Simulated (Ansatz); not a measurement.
Density of states of TiSi$_{2}$ (Fddd, a = 4.762 Å, b = 8.182 Å, c = 8.496 Å, α = 90.00°, β = 90.00°, γ = 90.00°), in states per eV and primitive cell, averaged over bins of 0.5 eV. The calculation used DFT PBEsol, scalar-relativistic, plane waves, PAW (Ansatz).

Settings: cutoff 420 eV, Γ-centred mesh 10×10×10 on the computed 6-atom cell, Gaussian smearing of 0.10 eV; no spin polarisation.

The cell is relaxed at this level. The states (both spins) are summed by tetrahedra on a 15×15×15 mesh at the self-consistent density. Energies are bin centres; the table starts no lower than −8 eV and ends at 6 eV, or lower where the solved bands end.

It is a metal at this level.

| E − E_F (eV) | total | Ti 3d | Si 3p | Si 3s | Ti 4s |
| --- | --- | --- | --- | --- | --- |
| -7.80 | 1.64 | 0.20 | 0.59 | 0.75 | 0.06 |
| -7.30 | 1.13 | 0.14 | 0.43 | 0.50 | 0.04 |
| -6.80 | 1.10 | 0.13 | 0.43 | 0.47 | 0.05 |
| -6.30 | 1.46 | 0.19 | 0.51 | 0.66 | 0.07 |
| -5.80 | 1.46 | 0.19 | 0.56 | 0.61 | 0.07 |
| -5.30 | 1.29 | 0.16 | 0.74 | 0.27 | 0.07 |
| -4.80 | 2.08 | 0.27 | 1.37 | 0.28 | 0.09 |
| -4.30 | 1.91 | 0.29 | 1.16 | 0.29 | 0.11 |
| -3.80 | 2.25 | 0.38 | 1.36 | 0.34 | 0.10 |
| -3.30 | 2.28 | 0.43 | 1.38 | 0.30 | 0.09 |
| -2.80 | 2.93 | 0.69 | 1.73 | 0.32 | 0.09 |
| -2.30 | 3.59 | 0.99 | 2.14 | 0.28 | 0.05 |
| -1.80 | 4.01 | 1.49 | 2.12 | 0.22 | 0.05 |
| -1.30 | 5.25 | 2.61 | 2.22 | 0.17 | 0.05 |
| -0.80 | 4.07 | 2.48 | 1.27 | 0.12 | 0.02 |
| -0.30 | 2.69 | 1.79 | 0.69 | 0.08 | 0.01 |
| 0.20 | 1.69 | 1.17 | 0.38 | 0.05 | 0.01 |
| 0.70 | 2.15 | 1.54 | 0.44 | 0.05 | 0.01 |
| 1.20 | 3.46 | 2.52 | 0.56 | 0.15 | 0.03 |
| 1.70 | 1.88 | 1.25 | 0.35 | 0.16 | 0.03 |
| 2.20 | 3.06 | 1.78 | 0.86 | 0.26 | 0.03 |
| 2.70 | 6.79 | 4.40 | 1.22 | 0.69 | 0.12 |
| 3.20 | 5.38 | 3.43 | 0.80 | 0.69 | 0.15 |
| 3.70 | 4.61 | 2.08 | 1.02 | 0.66 | 0.28 |
| 4.20 | 5.73 | 2.31 | 1.72 | 0.62 | 0.40 |
| 4.70 | 3.96 | 1.34 | 1.36 | 0.42 | 0.24 |
| 5.20 | 3.31 | 0.95 | 1.34 | 0.29 | 0.18 |
| 5.70 | 3.30 | 0.79 | 1.44 | 0.22 | 0.20 |

The columns after the total are the main Löwdin projections on the occupied valence shells of the potentials; 2 others are left out. The rest of the total lies in those, in shells that are empty in the free atom, which aren't projected, and between the atoms.